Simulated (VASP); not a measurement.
# InAs (F-43m) in VASP: notebook

One crystal, InAs, is run at these levels: HSE06, PBE0; tasks: band structure.

Program: VASP 6.6.1. These are calculated values, not measurements. Logs are shortened: lines on timing, memory, paths and dates and some standing lists are left out, and cuts for length are marked.

**Measured values to compare with.**

From a printed reference work, data compilation, for a bulk crystal of InAs at 4.2 K: band gap 0.418 eV (direct).

How close the calculation comes is told below.

## Step 1: Starting point

The structure is cubic, space group F-43m (No. 216). Conventional cell: a = 6.091 Å, b = 6.091 Å, c = 6.091 Å, α = 90.00°, β = 90.00°, γ = 90.00°. In (site symmetry -43m) is surrounded by 4 As at 2.64 Å. As (site symmetry -43m) has 4 In at 2.64 Å as nearest neighbours.

## Step 2: Band structure, HSE06

Contents of POSCAR:

```
InAs                                    
1.0
    0.0000000000      3.0454540626      3.0454540626
    3.0454540626      0.0000000000      3.0454540626
    3.0454540626      3.0454540626      0.0000000000
  In              As            
     1     1
Direct
     0.0000000000000000    0.0000000000000000    0.0000000000000000
     0.2500000000000000    0.2500000000000000    0.2500000000000000
```

Contents of INCAR.step1:

```
SYSTEM = InAs
PREC = Accurate
ENCUT = 520
EDIFF = 1E-5
ISMEAR = 0
SIGMA = 0.03
LREAL = .FALSE.
LASPH = .TRUE.
NELM = 80
ALGO = Normal
ISIF = 2
LWAVE = .TRUE.
LCHARG = .FALSE.
KPAR = 8
GGA = PE
```

Contents of INCAR.step2:

```
SYSTEM = InAs
PREC = Accurate
ENCUT = 520
EDIFF = 1E-6
ISMEAR = 0
SIGMA = 0.03
LREAL = .FALSE.
LASPH = .TRUE.
NELM = 80
ALGO = Normal
ISIF = 2
LWAVE = .FALSE.
LCHARG = .FALSE.
GGA = PE
LHFCALC = .TRUE.
HFSCREEN = 0.2
PRECFOCK = Fast
KPAR = 8
ISTART = 1
```

Contents of KPOINTS:

```
Automatic mesh
0
G
  8 8 8
  0 0 0
```

Contents of KPOINTS_OPT:

```
explicit points
6
Reciprocal
 0.0000000000  0.0000000000  0.0000000000 1
 0.3750000000  0.3750000000  0.7500000000 1
 0.5000000000  0.5000000000  0.5000000000 1
 0.6250000000  0.2500000000  0.6250000000 1
 0.5000000000  0.2500000000  0.7500000000 1
 0.5000000000  0.0000000000  0.5000000000 1
```

Potentials or basis: VASP PAW PBE potentials, release 64 (In_d, As).

The run is started by

```bash
cat potpaw_PBE.64/In_d/POTCAR potpaw_PBE.64/As/POTCAR > POTCAR
cp INCAR.step1 INCAR
mpirun -np 8 vasp_std > vasp.out
cp INCAR.step2 INCAR
mpirun -np 8 vasp_std > vasp.out
```

OUTCAR:

```text
SYSTEM = InAs
   PREC = Accurate
   ENCUT = 520
   EDIFF = 1E-6
   ISMEAR = 0
   LREAL = .FALSE.
   LASPH = .TRUE.
   NELM = 80
   ISIF = 2
   GGA = PE
   LHFCALC = .TRUE.
   HFSCREEN = 0.2
   PRECFOCK = Fast
   ISTART = 1

 ion  position               nearest neighbor table
   1  0.000  0.000  0.000-   2 2.64   2 2.64   2 2.64   2 2.64
   2  0.250  0.250  0.250-   1 2.64   1 2.64   1 2.64   1 2.64

  LATTYP: Found a face centered cubic cell.
 ALAT       =     6.0909081252

  Lattice vectors:

 A1 = (   0.0000000000,   3.0454540626,   3.0454540626)
 A2 = (   3.0454540626,   0.0000000000,   3.0454540626)
 A3 = (   3.0454540626,   3.0454540626,   0.0000000000)

Analysis of symmetry for initial positions (statically):
=====================================================================
 Subroutine PRICEL returns:
 Original cell was already a primitive cell.

 Routine SETGRP: Setting up the symmetry group for a
 face centered cubic supercell.

 Subroutine GETGRP returns: Found 24 space group operations
 (whereof 24 operations were pure point group operations)
 out of a pool of 48 trial point group operations.

The static configuration has the point symmetry T_d .

Analysis of symmetry for dynamics (positions and initial velocities):
=====================================================================
 Subroutine PRICEL returns:
 Original cell was already a primitive cell.

 Routine SETGRP: Setting up the symmetry group for a
 face centered cubic supercell.

 Subroutine GETGRP returns: Found 24 space group operations
 (whereof 24 operations were pure point group operations)
 out of a pool of 48 trial point group operations.

The dynamic configuration has the point symmetry T_d .

 Subroutine INISYM returns: Found 24 space group operations
 (whereof 24 operations are pure point group operations),
 and found     1 'primitive' translations

----------------------------------------------------------------------------------------

                                     Primitive cell

  volume of cell :      56.4919

  direct lattice vectors                    reciprocal lattice vectors
     0.000000000  3.045454063  3.045454063    -0.164179131  0.164179131  0.164179131
     3.045454063  0.000000000  3.045454063     0.164179131 -0.164179131  0.164179131
     3.045454063  3.045454063  0.000000000     0.164179131  0.164179131 -0.164179131

  length of vectors
     4.306922439  4.306922439  4.306922439     0.284366596  0.284366596  0.284366596

  position of ions in fractional coordinates (direct lattice)
     0.000000000  0.000000000  0.000000000
     0.250000000  0.250000000  0.250000000

  ion indices of the primitive-cell ions
   primitive index   ion index
                 1           1
                 2           2

----------------------------------------------------------------------------------------

 KPOINTS: Automatic mesh

Automatic generation of k-mesh.
 Grid dimensions read from file:
 generate k-points for:    8    8    8

 Generating k-lattice:

  Cartesian coordinates                     Fractional coordinates (reciprocal lattice)
    -0.020522391  0.020522391  0.020522391     0.125000000  0.000000000  0.000000000
     0.020522391 -0.020522391  0.020522391     0.000000000  0.125000000  0.000000000
     0.020522391  0.020522391 -0.020522391     0.000000000  0.000000000  0.125000000

  Length of vectors
     0.035545824  0.035545824  0.035545824

  Shift w.r.t. Gamma in fractional coordinates (k-lattice)
     0.000000000  0.000000000  0.000000000

 Subroutine IBZKPT returns following result:
 ===========================================

 Found     29 irreducible k-points:

 Following reciprocal coordinates:
            Coordinates               Weight
  0.000000  0.000000  0.000000      1.000000
  0.125000  0.000000  0.000000      8.000000
  0.250000  0.000000  0.000000      8.000000
  0.375000  0.000000  0.000000      8.000000
  0.500000  0.000000  0.000000      4.000000
  0.125000  0.125000  0.000000      6.000000
[... 16 lines left out ...]
  0.500000  0.250000  0.125000     48.000000
 -0.375000  0.250000  0.125000     24.000000
 [... further k-points ...]
   k-points           NKPTS =     29   k-points in BZ     NKDIM =    512   number of bands    NBANDS=     13
   number of dos      NEDOS =    301   number of ions     NIONS =      2
   total plane-waves  NPLWV =  32768
   dimension x,y,z NGX =    32 NGY =   32 NGZ =   32
   dimension x,y,z NGXF=    64 NGYF=   64 NGZF=   64
   ions per type =               1   1
   NGX,Y,Z   is equivalent  to a cutoff of  12.35, 12.35, 12.35 a.u.
   NGXF,Y,Z  is equivalent  to a cutoff of  24.70, 24.70, 24.70 a.u.
 SYSTEM =  InAs
   PREC   = accura    normal or accurate (medium, high low for compatibility)
   ISTART =      1    job   : 0-new  1-cont  2-samecut
   ICHARG =      0    charge: 1-file 2-atom 10-const
   ISPIN  =      1    spin polarized calculation?
   LNONCOLLINEAR =      F non collinear calculations
   LSORBIT =      F    spin-orbit coupling
   LASPH  =      T    aspherical Exc in radial PAW
   ENCUT  =  520.0 eV  38.22 Ry    6.18 a.u.   8.01  8.01  8.01*2*pi/ulx,y,z
   NELM   =     80;   NELMIN=  2; NELMDL=  0     # of ELM steps
   EDIFF  = 0.1E-05   stopping-criterion for ELM
   LREAL  =      F    real-space projection
   EDIFFG = 0.1E-04   stopping-criterion for IOM
   NSW    =      0    number of steps for IOM
   IBRION =     -1    ionic relax: 0-MD 1-quasi-New 2-CG
   NFREE  =      0    steps in history (QN), initial steepest desc. (CG)
   ISIF   =      2    stress and relaxation
   ISYM   =      3    0-nonsym 1-usesym 2-fastsym
   POTIM  = 0.5000    time-step for ionic-motion
   TEBEG  =    0.0;   TEEND  =   0.0 temperature during run
   PSTRESS=    0.0 pullay stress
   NELECT =      18.0000    total number of electrons
   NUPDOWN=      -1.0000    fix difference up-down
   EMIN   =  10.00;   EMAX   =-10.00  energy-range for DOS
   EFERMI =   0.00;   METHOD = LEGACY
   ISMEAR =     0;   SIGMA  =   0.03  broadening in eV -4-tet -1-fermi 0-gaus
   EFERMI_NEDOS =   21; number of points for ismear=-14 and -15
   IALGO  =     38    algorithm
   IMIX   =      1    mixing-type and parameters
     AMIX     =   0.40;   BMIX     =  1.00
     AMIX_MAG =   1.60;   BMIX_MAG =  1.00
  volume/ion in A,a.u.               =      28.25       190.61
  Fermi-wavevector in a.u.,A,eV,Ry     =   1.118159  2.113014 17.011090  1.250280
  Thomas-Fermi vector in A             =   2.254788
   LORBIT       =      0    0 simple, 1 ext, 2 COOP (PROOUT), +10 PAW based schemes
   GGA     = PE    functional components
   LHFCALC =     T    Hartree Fock is set to
   PRECFOCK=fast      Normal, Fast or Accurate (Low or Medium for compatibility)
   ENCUT4O =  -1.0   cutoff for four orbital integrals eV
   NKREDX  =     1    reduce k-point grid by
   NKREDY  =     1    reduce k-point grid by
   NKREDZ  =     1    reduce k-point grid by
   AEXX    =    0.2500 exact exchange contribution
   HFSCREEN=    0.2000 screening length (either q_TF or 0.3 A-1)
   HFSCREENC=   0.2000 screening length for correlation (either q_TF or 0.3 A-1)
   ENCUTFOCK=  -1.0 apply spherical cutoff to Coloumb kernel
   IVDW    =     0    specifies the selected vdW correction
   LEPSILON=     F    determine dielectric tensor
   LRPA    =     F    only Hartree local field effects (RPA)
 non-spin polarized calculation
 Gauss-broadening in eV      SIGMA  =   0.03
  energy-cutoff  :      520.00
  volume of cell :       56.49
 maximum number of plane-waves:      1540
  NGX = 18; NGY = 18; NGZ = 18

 number of electron      17.9999992 magnetization

 Free energy of the ion-electron system (eV)
  ---------------------------------------------------
  ext. energy  EPLUGINS =         0.00000000
  ---------------------------------------------------
  free energy    TOTEN  =        -9.25713784 eV

  energy without entropy =       -9.25713784  energy(sigma->0) =       -9.25713784

 E-fermi :   4.0535     XC(G=0):  -7.4972

 val. band max:        3.8750561372   @ k =   0.0000   0.0000   0.0000
 cond. band min:       4.2864986516   @ k =   0.0000   0.0000   0.0000
 fundamental gap:      0.4114425144
 Fermi energy:         4.0535491540

 k-point     1 :       0.0000    0.0000    0.0000
  band No.  band energies     occupation
      1     -12.2228      2.00000
      2     -12.2228      2.00000
      3     -12.2228      2.00000
      4     -12.0980      2.00000
      5     -12.0980      2.00000
      6      -9.0261      2.00000
      7       3.8751      2.00000
      8       3.8751      2.00000
      9       3.8751      2.00000
     10       4.2865      0.00000
     11       8.5505      0.00000
     12       8.5505      0.00000
     13       8.5505      0.00000

 k-point     2 :       0.1250    0.0000    0.0000
  band No.  band energies     occupation
      1     -12.2391      2.00000
      2     -12.2174      2.00000
      3     -12.2174      2.00000
      4     -12.0982      2.00000
      5     -12.0982      2.00000
      6      -8.8574      2.00000
      7       2.0281      2.00000
      8       3.6779      2.00000
      9       3.6779      2.00000
     10       5.5377      0.00000
     11       8.6795      0.00000
     12       8.8428      0.00000
     13       8.8428      0.00000

 k-point     3 :       0.2500    0.0000    0.0000
  band No.  band energies     occupation
      1     -12.2766      2.00000
      2     -12.2055      2.00000
      3     -12.2055      2.00000
      4     -12.0972      2.00000
      5     -12.0972      2.00000
      6      -8.3932      2.00000
      7       0.0006      2.00000
      8       3.2812      2.00000
      9       3.2812      2.00000
     10       5.7759      0.00000
     11       9.2944      0.00000
     12       9.2944      0.00000
     13       9.8291      0.00000

 k-point     4 :       0.3750    0.0000    0.0000
  band No.  band energies     occupation
      1     -12.3120      2.00000
      2     -12.1959      2.00000
      3     -12.1959      2.00000
      4     -12.0937      2.00000
      5     -12.0937      2.00000
      6      -7.7997      2.00000
      7      -1.6074      2.00000
      8       2.9558      2.00000
      9       2.9558      2.00000
     10       5.5765      0.00000
     11       9.3768      0.00000
     12       9.3768      0.00000
     13      11.2596      0.00000

 k-point     5 :       0.5000    0.0000    0.0000
  band No.  band energies     occupation
      1     -12.3261      2.00000
      2     -12.1927      2.00000
      3     -12.1927      2.00000
      4     -12.0915      2.00000
      5     -12.0915      2.00000
      6      -7.4850      2.00000
      7      -2.2712      2.00000
      8       2.8354      2.00000
      9       2.8354      2.00000
     10       5.4814      0.00000
     11       9.3328      0.00000
     12       9.3328      0.00000
     13      11.5677      0.00000
[... 257 lines left out ...]
 k-point    22 :       0.3750    0.2500    0.1250
  band No.  band energies     occupation
      1     -12.3103      2.00000
      2     -12.1910      2.00000
      3     -12.1867      2.00000
      4     -12.1086      2.00000
      5     -12.0897      2.00000
      6      -8.0109      2.00000
      7      -0.5341      2.00000
      8       1.8006      2.00000
      9       2.7385      2.00000
     10       7.4269      0.00000
     11       7.8534      0.00000
     12       9.7873      0.00000
     13      10.7479      0.00000

 k-point    23 :       0.5000    0.2500    0.1250
  band No.  band energies     occupation
      1     -12.3334      2.00000
      2     -12.1854      2.00000
      3     -12.1763      2.00000
      4     -12.1066      2.00000
      5     -12.0899      2.00000
      6      -7.4781      2.00000
      7      -1.6102      2.00000
      8       1.1887      2.00000
      9       2.3422      2.00000
     10       7.4444      0.00000
     11       8.6322      0.00000
     12       9.8363      0.00000
     13      11.2647      0.00000

 k-point    24 :      -0.3750    0.2500    0.1250
  band No.  band energies     occupation
      1     -12.3421      2.00000
      2     -12.1842      2.00000
      3     -12.1724      2.00000
      4     -12.1030      2.00000
      5     -12.0918      2.00000
      6      -7.2027      2.00000
      7      -2.1115      2.00000
      8       1.0202      2.00000
      9       2.1536      2.00000
     10       7.3965      0.00000
     11       8.6554      0.00000
     12      10.5486      0.00000
     13      11.8132      0.00000

 [... further k-points ...]
[... 5 lines left out ...]
  --------------------------------------------------------------------------------------
  -------------------------------------------------------------------------------------
  Total        0.1005334      0.1005334      0.1005334      0.0000000      0.0000000      0.0000000
  in kB        2.8512456      2.8512456      2.8512456      0.0000000      0.0000000      0.0000000
  external PRESSURE =       2.8512456 kB  Pullay stress =       0.0000000 kB

 VOLUME and BASIS-vectors are now :
 -----------------------------------------------------------------------------
  energy-cutoff  :      520.00
  volume of cell :       56.49
      direct lattice vectors                 reciprocal lattice vectors
     0.000000000  3.045454063  3.045454063    -0.164179131  0.164179131  0.164179131
     3.045454063  0.000000000  3.045454063     0.164179131 -0.164179131  0.164179131
     3.045454063  3.045454063  0.000000000     0.164179131  0.164179131 -0.164179131

 POSITION                                       TOTAL-FORCE (eV/Angst)
 -----------------------------------------------------------------------------------
      0.00000      0.00000      0.00000        -0.000000     -0.000000     -0.000000
      1.52273      1.52273      1.52273         0.000000      0.000000      0.000000
 -----------------------------------------------------------------------------------
    total drift:                                0.000013      0.000011      0.000009

  FREE ENERGIE OF THE ION-ELECTRON SYSTEM (eV)
  ---------------------------------------------------
  free  energy   TOTEN  =        -9.2571378410 eV

  energy  without entropy=       -9.2571378410  energy(sigma->0) =       -9.25713784
```

It took 12 min on 8 MPI ranks of AMD EPYC 9R45 (Zen 5), shared host; peak memory 0.4 GiB.

Results:

```yaml
Free_energy: -9.2571 eV
Pressure: 0.3 GPa
Band_gap_on_the_k_mesh: 0.41 eV, direct
Band_gap_along_the_path: 0.41 eV, direct
```

Caveat: the PAW data sets were made with another functional, which shifts forces and pressure a little; spin-orbit coupling is left out, which moves the levels of the heavy elements.

## Step 3: Band structure, PBE0

POSCAR is that of step 2.

INCAR.step1 is that of step 2.

INCAR.step2: that of step 2 with these lines changed.

```diff
@@ -15,4 +15,5 @@
 LHFCALC = .TRUE.
-HFSCREEN = 0.2
+AEXX = 0.25
 PRECFOCK = Fast
+HFRCUT = -1
 KPAR = 8
```

KPOINTS is that of step 2.

KPOINTS_OPT is that of step 2.

Potentials or basis: VASP PAW PBE potentials, release 64 (In_d, As).

The run is started by

```bash
cat potpaw_PBE.64/In_d/POTCAR potpaw_PBE.64/As/POTCAR > POTCAR
cp INCAR.step1 INCAR
mpirun -np 8 vasp_std > vasp.out
cp INCAR.step2 INCAR
mpirun -np 8 vasp_std > vasp.out
```

Run time: 11 min. Hardware: 8 MPI ranks of AMD EPYC 9R45 (Zen 5), shared host; peak memory 0.32 GiB.

Results (log left out):

* Free energy: -10.0981 eV
* Pressure: 0.1 GPa
* Band gap on the k mesh: 0.91 eV, direct
* Band gap along the path: 0.91 eV, direct

Levels at points of the mesh, in eV from the valence-band top:
```
           k point  band 7  band 8  band 9  band 10  band 11  band 12
(0.00, 0.00, 0.00)    0.00    0.00    0.00     0.91     5.30     5.30
(0.50, 0.00, 0.00)   -6.27   -1.07   -1.07     2.18     6.10     6.10
(0.50, 0.50, 0.00)   -6.35   -2.52   -2.52     2.76     3.34    10.82
```

Caveat: the PAW data sets were made with another functional, which shifts forces and pressure a little; spin-orbit coupling is left out, which moves the levels of the heavy elements.

## Step 4: How close it comes

Step 2. A measured gap of InAs is 0.418 eV (direct; 4.2 K; a printed reference work, data compilation); the calculated 0.41 eV misses it by -0.01 eV. Spin-orbit coupling on As, In is left out. The value is that of HSE06, without temperature or zero-point motion.

Step 3. A measured gap of InAs is 0.418 eV (direct; 4.2 K; a printed reference work, data compilation); the calculated 0.91 eV misses it by +0.49 eV. Spin-orbit coupling on As, In is left out. The value is that of PBE0, without temperature or zero-point motion.
